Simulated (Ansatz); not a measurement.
**Generalised stacking fault in Ti**

These are results of Ansatz 0.2.0, DFT PBEsol, scalar-relativistic, plane waves, PAW, not measurements. Cutoff 420 eV, Γ-centred 22×22×7 k-points, Gaussian smearing of 0.15 eV. No spin polarisation. Energies are free energies at this smearing, counted from the undisturbed cell; pressure is positive in compression.

The undisturbed cell (relaxed at this level; this bcc form isn't the usual structure):

```xyz
4
Lattice="-1.6051 1.6051 -1.6051 -1.6051 -1.6051 1.6051 0.0000 6.4205 6.4205" Properties=species:S:1:pos:R:3 pbc="T T T"
Ti    0.0000    5.6179    5.6179
Ti   -1.6051    0.8026    0.8026
Ti    0.0000    2.4077    2.4077
Ti   -1.6051    4.0128    4.0128
```

The cut lies on the cell's a–b face, a (0 1 1) plane (indices in the standard cell, whose axes needn't be the Cartesian ones shown) of area 7.29 Å², between layers 2.27 Å apart. Vector c is tilted by f times 1·a + 0·b (length 2.780 Å) with the atoms' Cartesian places fixed: one unrelaxed fault a cell. The cell is metallic on the mesh throughout.

```tsv
f	γ (mJ/m²)	shear traction, the slope of γ along the slip (GPa)
0.0000	0	0.0
0.1000	-4	0.1
0.2000	30	2.5
0.3000	?	?
0.4000	226	2.8
0.5000	266	0.0
```

By symmetry 0.6000 repeats 0.4000, 0.8000 repeats 0.2000 in energy; the slope of the energy along the path changes sign there.

**Question.** Give the withheld values.

**Answer.** γ (mJ/m²) at f = 0.3000: 125; shear traction, the slope of γ along the slip (GPa) at f = 0.3000: 4.0.

Cost: 6 runs of about 16 core-minutes in all, on Arm Neoverse V1 (shared hosts).